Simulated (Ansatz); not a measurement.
## KCl: equation of state with PBEsol

The system is KCl.

```
K Cl
1.0
     3.83920    0.00000    0.00000
     0.00000    3.83920    0.00000
     0.00000    0.00000    3.83920
K Cl
1 1
Direct
  0.00000 0.00000 0.00000
  0.50000 0.50000 0.50000
```

Measurements of this composition are mostly on another form, of space group No. 225.

| Quantity | Value |
| --- | --- |
| Program | Ansatz 0.2.0 |
| Task | equation of state |
| Functional | PBEsol |
| Potentials or basis | Ansatz PAW |
| Cutoff | 420 eV |
| Density cutoff | 1680 eV |
| k mesh | 7 × 7 × 7 |
| Occupations | fermi-dirac, width 0.05 eV |
| Spin | no spin polarisation |

```
Equilibrium volume : 26.11 Å³/atom (rough: see the caveat)
Bulk modulus       : 22 GPa (rough)
```

Energy against volume, from the lowest point:
| volume (Å³/atom) | energy (meV/atom) |
| --- | --- |
| 26.596 | 0.00 |
| 27.162 | 2.08 |
| 27.728 | 5.48 |
| 28.294 | 10.04 |
| 28.860 | 15.62 |
| 29.426 | 22.10 |
| 29.991 | 29.36 |

All runs of the series together: 5.2 s on 2 threads of Arm Neoverse V1 (shared host).

Caveat: the minimum lies outside the volumes run.
